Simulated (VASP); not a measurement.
# CsSnI₃: molecular dynamics at constant energy

CsSnI₃, Pm-3m (no. 221), 10 atoms in the cell. PBE, molecular dynamics; PAW potentials Cs_sv, I, Sn (PBE set).

Ensemble: NVE; Starting temperature (K): 1000.

## Input

INCAR:
```
ALGO = Normal
EDIFF = 1E-6
ENCUT = 220
GGA = PE
IBRION = 0
ISIF = 2
ISMEAR = 0
ISYM = 0
KPAR = 2
LASPH = T
LCHARG = F
LREAL = Auto
LWAVE = F
MDALGO = 2
NELM = 60
NELMIN = 4
NSW = 60
POTIM = 4.0
PREC = Normal
RANDOM_SEED = 417476 0 0
SIGMA = 0.05
SMASS = -3
TEBEG = 1000
```

KPOINTS:
```
k-points
0
Monkhorst-Pack
  2 2 1
```

POSCAR:
```
CsSnI3
1.0
    6.2057000000      0.0000000000      0.0000000000
    0.0000000000      6.2057000000      0.0000000000
    0.0000000000      0.0000000000     12.4114000000
Cs I Sn
2 6 2
Direct
    0.0000000000      0.0000000000      0.0000000000
    0.0000000000      0.0000000000      0.5000000000
    0.5000000000      0.5000000000      0.0000000000
    0.5000000000      0.5000000000      0.5000000000
    0.5000000000      0.0000000000      0.2500000000
    0.5000000000      0.0000000000      0.7500000000
    0.0000000000      0.5000000000      0.2500000000
    0.0000000000      0.5000000000      0.7500000000
    0.5000000000      0.5000000000      0.2500000000
    0.5000000000      0.5000000000      0.7500000000
```

Commands:
```
cat potpaw_PBE.64/Cs_sv/POTCAR potpaw_PBE.64/I/POTCAR potpaw_PBE.64/Sn/POTCAR > POTCAR
mpirun -np 2 vasp_std > vasp.out
```

## Result

- Rise of the mean potential energy above the start (meV/atom): 47.6
- Mean temperature (K): 591
- Electronic steps per ionic step after the first: 4.2

Course of the run:

| Time (fs) | Temperature (K) | Potential energy less the first (meV/atom) |
|---|---|---|
| 4 | 1000 | 0.0 |
| 24 | 953 | 5.4 |
| 40 | 865 | 15.7 |
| 60 | 749 | 29.2 |
| 76 | 698 | 35.2 |
| 96 | 686 | 36.6 |
| 112 | 670 | 38.4 |
| 132 | 592 | 47.5 |
| 148 | 482 | 60.3 |
| 168 | 334 | 77.5 |
| 184 | 262 | 85.8 |
| 204 | 274 | 84.5 |
| 220 | 348 | 75.8 |
| 240 | 468 | 61.9 |

The mean temperature lies below the starting 1000 K, since the atoms start on their sites and part of their kinetic energy turns into potential energy.

REPORT:
```
MDALGO =   2
               SCALING =       0
                 CNEXP =     9.000   14.000
           RANDOM_SEED =            417476                0                0

   original number of atomic DOF:         27
   number of independent constraints:      0
   number of active DOF:                  27

========================================
         MD step No.       1
========================================

  Atomic velocities initialized by STEP_tb

  >Energies
                    E_tot             E_pot             E_kin               EPS                ES
   e_b>   -0.27273655E+02   -0.28437003E+02    0.11633471E+01    0.00000000E+00    0.00000000E+00

  >Temperature
               T_sim     T_inst
   tmprt>   1000.000   1000.000

  >Thermostat:
           s(n+1) sdot(n+1)      s(n)   sdot(n)        Qs
   s_b>   0.00000   0.00000   0.00000   0.00000  -3.00000

           RANDOM_SEED =            417476               60                0

[... steps left out ...]

========================================
         MD step No.      60
========================================

  >Energies
                    E_tot             E_pot             E_kin               EPS                ES
   e_b>   -0.27273763E+02   -0.27818201E+02    0.54443744E+00    0.00000000E+00    0.00000000E+00

  >Temperature
               T_sim     T_inst
   tmprt>   1000.000    467.992

  >Thermostat:
           s(n+1) sdot(n+1)      s(n)   sdot(n)        Qs
   s_b>   0.00000   0.00000   0.00000   0.00000  -3.00000

           RANDOM_SEED =            417476               60                0
```

OSZICAR:
```
N       E                     dE             d eps       ncg     rms          rms(c)
DAV:   1     0.314612689080E+03    0.31461E+03   -0.15485E+04   160   0.683E+02
DAV:   2     0.633468038770E+00   -0.31398E+03   -0.31101E+03   216   0.164E+02
DAV:   3    -0.283474519890E+02   -0.28981E+02   -0.28930E+02   192   0.593E+01
DAV:   4    -0.289246726441E+02   -0.57722E+00   -0.57663E+00   200   0.103E+01
DAV:   5    -0.289364105096E+02   -0.11738E-01   -0.11736E-01   192   0.137E+00    0.647E+00
DAV:   6    -0.284785151583E+02    0.45790E+00   -0.76139E-01   192   0.259E+00    0.419E+00
DAV:   7    -0.284379939906E+02    0.40521E-01   -0.77092E-01   160   0.261E+00    0.113E+00
DAV:   8    -0.284357198506E+02    0.22741E-02   -0.11140E-01   192   0.111E+00    0.600E-01
DAV:   9    -0.284363165909E+02   -0.59674E-03   -0.45090E-03   176   0.231E-01    0.372E-01
DAV:  10    -0.284368393167E+02   -0.52273E-03   -0.31466E-03   192   0.185E-01    0.172E-01
DAV:  11    -0.284369909767E+02   -0.15166E-03   -0.13288E-03   160   0.134E-01    0.753E-02
DAV:  12    -0.284369863146E+02    0.46621E-05   -0.75595E-05   192   0.311E-02    0.685E-02
[... left out ...]
     58 T=   420. E= -.27273712E+02 F= -.27762554E+02 E0= -.27762554E+02  EK= 0.48884E+00 SP= 0.00E+00 SK= 0.00E+00
     59 T=   444. E= -.27273773E+02 F= -.27790741E+02 E0= -.27790741E+02  EK= 0.51697E+00 SP= 0.00E+00 SK= 0.00E+00
[... last step whole ...]
       N       E                     dE             d eps       ncg     rms          rms(c)
DAV:   1    -0.278181967839E+02   -0.27456E-01   -0.23518E-03   192   0.159E+00    0.103E-02
DAV:   2    -0.278182008205E+02   -0.40365E-05   -0.49680E-05   168   0.239E-02    0.522E-03
DAV:   3    -0.278182006397E+02    0.18076E-06   -0.61530E-07   112   0.406E-03    0.443E-03
DAV:   4    -0.278182005359E+02    0.10384E-06   -0.24606E-07    80   0.206E-03
     60 T=   468. E= -.27273763E+02 F= -.27818201E+02 E0= -.27818201E+02  EK= 0.54444E+00 SP= 0.00E+00 SK= 0.00E+00
```

Limits: 240 fs of 10 atoms are too short for converged averages.

VASP 6.6.1 took 258 s on 2 cores (Intel Xeon Platinum 8375C @ 2.90GHz (Ice Lake)), a shared host.
